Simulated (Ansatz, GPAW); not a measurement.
## W: programs and potentials compared

```
W
1.0
     0.00000    2.03000    2.03000
     2.03000    0.00000    2.03000
     2.03000    2.03000    0.00000
W
1
Direct
  0.00000 0.00000 0.00000
```

This isn't the form of W at room conditions, which is bcc.

Alike in all runs: task equation of state; functional PBEsol; k mesh 11 × 11 × 11; occupations fermi-dirac, width 0.05 eV; no spin polarisation; no spin-orbit coupling.

| program and potentials | plane-wave cutoff (eV) | notes | equilibrium volume (Å³/atom) | bulk modulus (GPa) |
| --- | --- | --- | --- | --- |
| Ansatz, Ansatz PAW | 420 | potentials made for PBE, which Ansatz adapts in part | 16.00 | 313.7 |
| GPAW, PAW data sets generated for this functional | 600 | - | 15.98 | 314.4 |
| Ansatz, all-electron LAPW, scalar-relativistic | - | - | 16.00 | 312.3 |

The equilibrium volume spans 15.98 (GPAW, PAW data sets generated for this functional) to 16.00 Å³/atom (Ansatz, all-electron LAPW, scalar-relativistic), with all-electron results at 16.00. The bulk modulus spans 312.3 (Ansatz, all-electron LAPW, scalar-relativistic) to 314.4 GPa (GPAW, PAW data sets generated for this functional), with all-electron results at 312.3. For a metal such a mesh isn't converged, which the comparison doesn't need.

Differences between rows come from potentials, basis sets and numerical settings, since the functional is the same but for its coding. Runs on potential files found faulty are left out.
